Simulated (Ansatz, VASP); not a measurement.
# Cross-check of CdS (Greenockite) between VASP and Ansatz

One calculation is typed for both programs; each brings its own data sets and cutoff. How far apart do they land?

Program: Ansatz 0.2.0. Level of theory: plane waves, with VASP 6.6.1 beside it; single point at PBE and dielectric response at PBE. Results are calculated unless marked as measured.

The database entry behind the starting cell differs from later determinations by our own check (about 0.35 % long), so it need not match the best structure at ambient conditions.

## Step 1: Set-up

Symmetry: P6_3mc, No. 186, hexagonal system. The conventional cell has a = 4.150 Å, b = 4.150 Å, c = 6.737 Å, α = 90.00°, β = 90.00°, γ = 120.00°. Nearest to Cd lie 4 S at 2.53 to 2.54 Å. S has 4 Cd at 2.53 to 2.54 Å nearest. Farther neighbours and most contacts between anions are not listed.

As a file:

```xyz
4
Lattice="4.1500 0.0000 0.0000 -2.0750 3.5940 0.0000 0.0000 0.0000 6.7370" Properties=species:S:1:pos:R:3 pbc="T T T"
Cd    2.0750    1.1980    3.3685
Cd    0.0000    2.3960    0.0000
S     2.0750    1.1980    5.8949
S     0.0000    2.3960    2.5264
```

## Step 2: VASP: single point, PBE

A single point gives forces, pressure and levels at one fixed geometry, so differences don't come from the geometry; what else differs is listed under the comparison.

Lines of VASP's logs that name or quote its potential files are left out, and so is its time.

Contents of INCAR:

```
SYSTEM = CdS
PREC = Accurate
ENCUT = 400
EDIFF = 1E-07
NELM = 100
ISMEAR = 0
SIGMA = 0.05
LREAL = .FALSE.
ALGO = Normal
GGA = PE
NBANDS = 24
LORBIT = 11
LWAVE = .FALSE.
LCHARG = .FALSE.
KPAR = 4
```

Contents of POSCAR:

```
CdS
1.0
    4.1500000000      0.0000000000      0.0000000000
   -2.0750000000      3.5940054257      0.0000000000
    0.0000000000      0.0000000000      6.7370000000
Cd S
2 2
Direct
    0.6666666667      0.3333333333      0.5000000000
    0.3333333333      0.6666666667      0.0000000000
    0.6666666667      0.3333333333      0.8750000000
    0.3333333333      0.6666666667      0.3750000000
```

Contents of KPOINTS:

```
Automatic mesh
0
Gamma
6 6 4
0 0 0
```

Potentials, in the order of the species: Cd and S (PBE family, release 64).

Started as:

```console
$ mpirun -np 4 vasp_std
```

Numbers of over 12 decimals in the logs are rounded to 6 here.

The program printed:

```text
[banner, memory and clock lines left out]
running    4 mpi-ranks, on    1 nodes
 distrk:  each k-point on    1 cores,    4 groups
 distr:  one band on    1 cores,    1 groups

 POSCAR found type information on POSCAR CdS
 POSCAR found :  2 types and       4 ions
 LDA part: xc-table for (Slater+PW92), standard interpolation
 POSCAR, INCAR and KPOINTS ok, starting setup
 FFT: planning ... GRIDC
 FFT: planning ... GRID_SOFT
 FFT: planning ... GRID
 WAVECAR not read
 entering main loop
       N       E                     dE             d eps       ncg     rms          rms(c)
DAV:   1     0.211545905247E+03    0.21155E+03   -0.15367E+04  1008   0.112E+03
DAV:   2    -0.310770064187E+01   -0.21465E+03   -0.20905E+03  1160   0.308E+02
DAV:   3    -0.132583828516E+02   -0.10151E+02   -0.10122E+02  1240   0.692E+01
DAV:   4    -0.133504548413E+02   -0.92072E-01   -0.92043E-01  1240   0.644E+00
DAV:   5    -0.133521463893E+02   -0.16915E-02   -0.16915E-02  1264   0.827E-01    0.112E+01
DAV:   6    -0.122825277720E+02    0.10696E+01   -0.22238E+00  1352   0.153E+01    0.887E+00
DAV:   7    -0.122642409516E+02    0.18287E-01   -0.80913E-01  1112   0.495E+00    0.398E+00
DAV:   8    -0.122604289002E+02    0.38121E-02   -0.10673E-01  1224   0.333E+00    0.548E-01
DAV:   9    -0.122588436241E+02    0.15853E-02   -0.18834E-02  1240   0.174E+00    0.163E-01
DAV:  10    -0.122590126814E+02   -0.16906E-03   -0.14961E-03  1208   0.407E-01    0.116E-01
DAV:  11    -0.122591192625E+02   -0.10658E-03   -0.22275E-04  1264   0.106E-01    0.103E-01
DAV:  12    -0.122591568403E+02   -0.37578E-04   -0.16282E-04  1112   0.749E-02    0.216E-02
DAV:  13    -0.122591613125E+02   -0.44722E-05   -0.16244E-05  1224   0.288E-02    0.660E-03
DAV:  14    -0.122591619297E+02   -0.61725E-06   -0.33136E-06  1120   0.177E-02    0.928E-03
DAV:  15    -0.122591616272E+02    0.30254E-06   -0.83601E-07  1256   0.468E-03    0.218E-03
DAV:  16    -0.122591616015E+02    0.25646E-07   -0.18439E-08   792   0.879E-04
   1 F= -.12259162E+02 E0= -.12259162E+02  d E =-.200099E-13
```

Parts of OUTCAR (step 2):

```text
ion  position               nearest neighbor table
   1  0.667  0.333  0.500-   3 2.53   4 2.54   4 2.54   4 2.54
   2  0.333  0.667  0.000-   4 2.53   3 2.54   3 2.54   3 2.54
   3  0.667  0.333  0.875-   1 2.53   2 2.54   2 2.54   2 2.54
   4  0.333  0.667  0.375-   2 2.53   1 2.54   1 2.54   1 2.54

  LATTYP: Found a hexagonal cell.
 ALAT       =     4.1500000000
 C/A-ratio  =     1.6233734940

 Subroutine GETGRP returns: Found 12 space group operations
 (whereof  6 operations were pure point group operations)

The static configuration has the point symmetry C_3v.
 The point group associated with its full space group is C_6v.

 Found     21 irreducible k-points:

   k-points           NKPTS =     21   k-points in BZ     NKDIM =     21   number of bands    NBANDS=     24

   dimension x,y,z NGX =    28 NGY =   28 NGZ =   48
   dimension x,y,z NGXF=    56 NGYF=   56 NGZF=   96

   ENCUT  =  400.0 eV  29.40 Ry    5.42 a.u.   6.77  6.77 10.99*2*pi/ulx,y,z

   NELECT =      36.0000    total number of electrons

 k-points in reciprocal lattice and weights: Automatic mesh
   0.00000000  0.00000000  0.00000000       0.007
   0.16666667 -0.00000000  0.00000000       0.042
   0.33333333  0.00000000  0.00000000       0.042
   0.50000000 -0.00000000  0.00000000       0.021
   0.16666667  0.16666667  0.00000000       0.042
   0.33333333  0.16666667  0.00000000       0.083
   0.33333333  0.33333333  0.00000000       0.014
   0.00000000  0.00000000  0.25000000       0.014
   0.16666667 -0.00000000  0.25000000       0.083
[...]
0.33333333  0.16666667  0.50000000       0.083
   0.33333333  0.33333333  0.50000000       0.014

 average (electrostatic) potential at core
       1 -39.3610       2 -39.3610       3 -89.2395       4 -89.2395

 E-fermi :   1.4513

 k-point     1 :       0.0000    0.0000    0.0000
  band No.  band energies     occupation
    ...
     14       0.4508      2.00000
     15       0.4508      2.00000
     16       1.1658      2.00000
     17       1.2079      2.00000
     18       1.2079      2.00000
     19       2.4038      0.00000
     20       3.9968      0.00000
     21       7.6793      0.00000
     22       7.6793      0.00000
     23       8.0158      0.00000
    ...

 k-point     2 :       0.1667   -0.0000    0.0000
  band No.  band energies     occupation
    ...
     14      -0.5008      2.00000
     15       0.0167      2.00000
     16       0.1407      2.00000
     17       0.9647      2.00000
     18       1.0265      2.00000
     19       3.5443      0.00000
     20       4.8506      0.00000
     21       6.9722      0.00000
     22       8.0302      0.00000
     23       8.0351      0.00000
    ...

 k-point     3 :       0.3333    0.0000    0.0000
  band No.  band energies     occupation
    ...
     14      -1.7168      2.00000
     15      -1.2938      2.00000
     16      -0.3967      2.00000
     17       0.3922      2.00000
     18       0.6608      2.00000
     19       4.6294      0.00000
     20       5.2059      0.00000
     21       6.5817      0.00000
     22       7.4207      0.00000
     23       8.2710      0.00000
    ...

  Total        1.1285779      1.1285779      1.5346107      0.0000000      0.0000000      0.0000000
  in kB       17.9948720     17.9948720     24.4689557      0.0000000      0.0000000      0.0000000
  external PRESSURE =      20.1528999 kB  Pullay stress =       0.0000000 kB

  energy-cutoff  :      400.00
  volume of cell :      100.48
      direct lattice vectors                 reciprocal lattice vectors
     4.150000000  0.000000000  0.000000000     0.240963855  0.139120547  0.000000000
    -2.075000000  3.594005426  0.000000000     0.000000000  0.278241094  0.000000000
     0.000000000  0.000000000  6.737000000     0.000000000  0.000000000  0.148434021

 POSITION                                       TOTAL-FORCE (eV/Angst)
 -----------------------------------------------------------------------------------
      2.07500      1.19800      3.36850         0.000000      0.000000     -0.068843
     -0.00000      2.39600      0.00000         0.000000      0.000000     -0.068843
      2.07500      1.19800      5.89487        -0.000000     -0.000000      0.068843
     -0.00000      2.39600      2.52637         0.000000      0.000000      0.068843
 -----------------------------------------------------------------------------------
    total drift:                               -0.000000      0.000000     -0.000845

  FREE ENERGIE OF THE ION-ELECTRON SYSTEM (eV)
  ---------------------------------------------------
  free  energy   TOTEN  =       -12.2591616015 eV

  energy  without entropy=      -12.2591616015  energy(sigma->0) =      -12.25916160

 total charge
# of ion       s       p       d       tot
------------------------------------------
    1        0.423   0.319   9.562  10.303
    2        0.423   0.319   9.562  10.303
    3        1.323   2.399   0.000   3.722
    4        1.323   2.399   0.000   3.722
--------------------------------------------------
tot          3.492   5.436  19.123  28.051

[... 3 further parts left out ...]
```

The gap is read on the k-mesh alone, so it is an upper bound where the band edges lie off the mesh.

## Step 3: Ansatz: single point, PBE

Ansatz runs on its default PAW (the set named soft_2) files.

The same cell, functional, mesh and smearing now go to Ansatz, which takes its cutoff from its data sets.

Contents of input.yaml:

```yaml
crystal:
  lattice:
    - [4.15, 0.0, 0.0]
    - [-2.075, 3.5940054257, 0.0]
    - [0.0, 0.0, 6.737]
  atoms:
    - { symbol: Cd, position: [0.6666666667, 0.3333333333, 0.5] }
    - { symbol: Cd, position: [0.3333333333, 0.6666666667, 0.0] }
    - { symbol: S, position: [0.6666666667, 0.3333333333, 0.875] }
    - { symbol: S, position: [0.3333333333, 0.6666666667, 0.375] }
hamiltonian:
  xc: pbe
  pseudopotentials: { kind: paw }
kpoints:
  mp_grid: { grid: [6, 6, 4] }
scf:
  occupations: { method: gaussian, width: 0.05 }
  n_extra_bands: 5
output:
  forces: true
  stress: true
  eigenvalues: true
```

Started as:

```console
$ ansatz run input.yaml --threads 2 --pin off --max-ram 4608MiB --backend cpu --events-out ev --progress --plain --runs-dir out
```

The program printed:

```text
scf.n_extra_bands = 5 over 26 filled bands (N_el = 52.0): the run solves 31 bands
Engine: ansatz 0.2.0, aarch64-unknown-linux-gnu
Pseudopotentials: kind: paw
Pseudopotential: Cd, paw, valence charge 20, recommended cutoff 420 eV (normal), Cd.paw.azcp
Pseudopotential: S, paw, valence charge 6, recommended cutoff 420 eV (normal), S.paw.azcp
Functional definition: PBE
  parameter kappa = 0.804
  parameter beta = 0.066725
  exchange = pbe_x(kappa = kappa, mu = beta*pi^2/3)
  correlation = pbe_c(beta = beta)
Crystal: 4 atoms, lattice volume = 100.483 Å³
Basis set: ecut = 420 eV, 1973 PW (Γ), exchange–correlation on 60×60×96 points (8 copies of the dense FFT grid, shifted against one another)
Bands: 31, of which v1, the nominal top of the filled ones, is band 26 counted from 1 (25 counted from 0)
Symmetry: 12 space group operations
Space group: P63mc (ITA 186), of the structure as read, at distance tolerance 4.6e-5 Å
k-points: 21 of 144 (time reversal used)
Non-local potential: Cd, projectors of the file, l = 0: 3, l = 1: 2, l = 2: 2, l = 3: 1
Non-local potential: S, projectors of the file, l = 0: 2, l = 1: 2, l = 2: 2
PAW form: soft (Blöchl's): semilocal exchange-correlation on the pseudo side does not see the compensation charge
PAW one-centre angular grid: Cd, 590 points (default); XC on 64 Gauss nodes
PAW one-centre angular grid: S, 110 points (default); XC on 64 Gauss nodes
Initial density: superposition of atomic densities (neutral atoms: chi_scale 0, normalization atom), corrected by the library's trained network
Initial wavefunctions: pseudopotential atomic-orbital guess
Functional: x = pbe(κ = 0.804, μ = 0.219515), c = pbe(β = 0.066725)
SCF iter   1: F=—  HF=-18315.634514 eV  |F-HF|=—  |Δ(HF+E_count)|=         —  Δρ=5.93e-4  dr2=4.11e-4  ethr=1.77e-3  ⟨swp⟩=6.0  Hψ=2551  notcnv=0
preconditioner: auto → Resta (q_TF=auto, 2.445 Å⁻¹)  ε∞=4.9  [insulator: Δε(μ)=1.190 eV  Ē_g=11.278 eV  σ=0.050 eV  W_gap=1.00  n_scr=22 (ndim 8)  ℏωp=22.2 eV  f_vac=0.131  D(μ)=0.00/eV (n_scr^D=0)  ε∞_Penn≈4.9]
SCF iter   2: F=—  HF=-18315.636161 eV  |F-HF|=—  |Δ(HF+E_count)|=   1.65e-3  Δρ=2.99e-4  dr2=1.08e-4  ethr=7.91e-7  ⟨swp⟩=2.8  Hψ=1413  notcnv=0
SCF iter   3: F=—  HF=-18315.636220 eV  |F-HF|=—  |Δ(HF+E_count)|=   5.90e-5  Δρ=1.10e-4  dr2=1.01e-5  ethr=2.07e-7  ⟨swp⟩=2.0  Hψ=1005  notcnv=0
SCF iter   4: F=—  HF=-18315.636317 eV  |F-HF|=—  |Δ(HF+E_count)|=   9.75e-5  Δρ=4.15e-5  dr2=1.66e-6  ethr=1.95e-8  ⟨swp⟩=2.0  Hψ=1008  notcnv=0
SCF iter   5: F=—  HF=-18315.636321 eV  |F-HF|=—  |Δ(HF+E_count)|=   3.41e-6  Δρ=9.40e-6  dr2=1.09e-7  ethr=3.19e-9  ⟨swp⟩=2.0  Hψ=1008  notcnv=0
SCF iter   6: F=-18315.636321 eV  HF=-18315.636321 eV  |F-HF|=7.01e-9  |Δ(HF+E_count)|=   1.79e-7  Δρ=2.82e-6  dr2=1.12e-8  ethr=1.92e-10  ⟨swp⟩=7.1  Hψ=2815  notcnv=0
SCF 1 converged in 6 iterations: F = -18315.636321 eV  dr2 = 1.12e-8
  greatest PAW one-centre occupation: 1.000 electrons in one spin orbital (limit 2), on the Cd atom at site 1 (counted from 0), in its partial waves of l = 0
SCF converged after 6 iterations
Free energy (F): -18315.636321 eV
Harris-Foulkes:  -18315.636321 eV  (|F-HF|=7.01e-9)
Internal energy: -18315.636321 eV  (E = F + TS)
E sigma→0 (E₀):  -18315.636321 eV
Fermi energy:    7.331049 eV
--- Per-component energies (eV) ---
  E_band       = -1020.648534
  E_kinetic    = 1223.489536
  E_local      = -8071.810154  (includes V_loc(G=0)·N_el)
  E_nonlocal   = 124.357351
  E_hartree    = 3706.049162
  E_xc         = -547.682631
  E_vxc        = -618.079090  (∫ρ·V_xc dr)
  E_paw        = -9367.647391  (= ΣΔE_a)
  E_vpaw       = -1090.710222  (= ΣTr[D̂ρ^β])
  E_aug_tail   = 0.000032  (compensation charges beyond the density's cutoff)
  E_ewald      = -5382.392226
  E_smearing   = -0.000000  (= −TS)
  E_closure    = -0.000000  (closes the sum)
  Σ components = -18315.636321   (vs F -18315.636321, Δ=0.00e0)
--- Forces (eV/Å), atoms counted from 1 ---
  atom   1  Cd     0.00000000    -0.00000000    -0.06715554
  atom   2  Cd     0.00000000     0.00000000    -0.06715554
  atom   3  S     -0.00000000    -0.00000000     0.06715582
  atom   4  S     -0.00000000     0.00000000     0.06715582
  max |Σ_I F_I| component: 5.58e-7 eV/Å
--- Stress (GPa, compression-positive) ---
        1.867653       0.000000      -0.000000
        0.000000       1.867653       0.000000
       -0.000000       0.000000       2.490286
  P = ⅓ Tr σ = 2.0752 GPa (20.752 kbar)
--- Band table (eV; the first three rows and the last of 21) ---
  k-point 0: bands = [... 22 lower, 5.9772, 6.6896, 6.7325, 6.7325, 7.9281, 9.5230, 13.1917, 13.1917, ... 1 higher]
  k-point 1: bands = [... 22 lower, 6.0815, 6.0815, 6.6150, 6.6150, 8.8124, 9.5958, 13.0355, 13.2613, ... 1 higher]
  k-point 2: bands = [... 22 lower, 6.3416, 6.3416, 6.3416, 6.3416, 9.5733, 9.5733, 12.9041, 12.9041, ... 1 higher]
  k-point 20: bands = [... 22 lower, 4.3589, 4.3589, 5.6308, 5.6308, 11.1202, 11.1202, 12.8230, 12.8230, ... 1 higher]
```

It took 2.6 s on 2 threads of Arm Neoverse V1, shared host; peak memory 0.33 GiB; 5 s of CPU time.

The run ends at a pressure of 2.08 GPa, with forces up to 0.067 eV/Å.

## Step 4: Comparison

Known differences besides the potentials themselves: the data sets hold 52 valence electrons in Ansatz (default PAW (the set named soft_2) files) and 36 in VASP; the cutoff is 420 eV in Ansatz and 400 eV in VASP; VASP leaves aspherical gradient terms in its spheres out (LASPH is not set), Ansatz keeps them. Total energies have different zeros and are not compared.

The two programs side by side:

| quantity | Ansatz | VASP | difference |
| --- | --- | --- | --- |
| pressure (GPa) | 2.08 | 2.02 | +0.06 |
| gap on the k mesh (eV) | 1.196 | 1.196 | 0.000 |

Forces (eV/Å; atoms numbered as in POSCAR):

| atom | Ansatz x, y, z | VASP x, y, z |
| --- | --- | --- |
| Cd1 | 0.000, 0.000, -0.067 | 0.000, 0.000, -0.069 |
| Cd2 | 0.000, 0.000, -0.067 | 0.000, 0.000, -0.069 |
| S3 | 0.000, 0.000, 0.067 | 0.000, 0.000, 0.069 |
| S4 | 0.000, 0.000, 0.067 | 0.000, 0.000, 0.069 |

The forces differ by 1.0 meV/Å r.m.s., which is 2.4 % of the r.m.s. force of 0.04 eV/Å (both taken over all components). A gap on the mesh is an upper bound, since the band edges may lie between its points. Ansatz's pressure holds a Pulay correction of 0.04 GPa; VASP's holds none.

(Continued in part 2 of 2.)

[Lines on the potential files, build, host, timing and source positions are cut from VASP's logs without a mark.]

[Logs are printed without paths, hosts, clocks, repeated set-up lines and the standing remarks that a program may print on its own settings, such as how far it seeks lower states.]

[Hosts, paths, dates, database ids (printed as entryN), source tags and the programs' standing remarks are cut or masked in the printed files.]
